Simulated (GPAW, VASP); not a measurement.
This is a calculation of WC (Qusongite) for VASP 6.6.1. 

File INCAR:

```
  ALGO = Normal
  EDIFF = 1E-6
  ENCUT = 520
  GGA = PE
  ISIF = 2
  ISMEAR = 0
  LASPH = True
  LCHARG = True
  LELF = True
  LREAL = False
  LVHAR = True
  LWAVE = False
  NBANDS = 16
  NELM = 100
  PREC = Accurate
  SIGMA = 0.018000000000000002
```

The input KPOINTS:

```
k-points
0
Gamma
  10 10 9
```

Contents of POSCAR:

```
WC
1.0
    2.9065000000      0.0000000000      0.0000000000
   -1.4532500000      2.5171028361      0.0000000000
    0.0000000000      0.0000000000      2.8366000000
W C
1 1
Direct
    0.0000000000      0.0000000000      0.0000000000
    0.6666666667      0.3333333333      0.5000000000
```

Potentials or basis: VASP PAW PBE potentials, release 64 (W_sv, C).

Launch:

```sh
$ cat potpaw_PBE.64/W_sv/POTCAR potpaw_PBE.64/C/POTCAR > POTCAR
$ mpirun -np 1 vasp_std > vasp.out
```

**Question.** Translate it to GPAW 26.7.0 (ASE script). Potentials or basis there: GPAW PAW data sets (gpaw-data 1.2.1), cutoff 800 eV.

**Answer.** As run (cutoffs and basis follow the program's own potentials, and thresholds, step limits or extra output files can differ):

Contents of run.py:

```python
from ase.dft.bandgap import bandgap
from ase.io import read, write
from ase.units import GPa
from gpaw import GPAW, PW

atoms = read('WC.xyz')

calc = GPAW(mode=PW(800),
            xc='PBE',
            kpts={'size': (10, 10, 9), 'gamma': True},
            occupations={'name': 'methfessel-paxton', 'order': 0, 'width': 0.018000000000000002},
            nbands=19,
            convergence={'density': 1e-05, 'energy': 1e-05},
            maxiter=150,
            txt='gpaw.txt')
atoms.calc = calc
energy = atoms.get_potential_energy()
forces = atoms.get_forces()
stress = atoms.get_stress()
calc.write('gs.gpw')
write('result.traj', atoms)
print(f'Energy: {energy:.6f} eV')
print('Forces (eV/A):')
print(forces.round(4))
print('Stress (GPa):', (stress / GPa).round(3))
print('Fermi level:', round(calc.get_fermi_level(), 4), 'eV')
print(f'Gap: {bandgap(calc)[0]:.4f} eV, direct: {bandgap(calc, direct=True)[0]:.4f} eV')
```

WC.xyz

```xyz
2
Lattice="2.9065000000 0.0000000000 0.0000000000 -1.4532500000 2.5171028361 0.0000000000 0.0000000000 0.0000000000 2.8366000000" Properties=species:S:1:pos:R:3 pbc="T T T"
W      0.0000000000      0.0000000000      0.0000000000
C      1.4532500001      0.8390342786      1.4183000000
```

Potentials or basis: GPAW PAW data sets (gpaw-data 1.2.1), pw.

Launch:

```console
$ OMP_NUM_THREADS=1 python run.py
```

Both were run:

|  | VASP | GPAW |
| --- | --- | --- |
| Pressure | 6.7 GPa | 5.4 GPa |

Pressure is positive in compression.
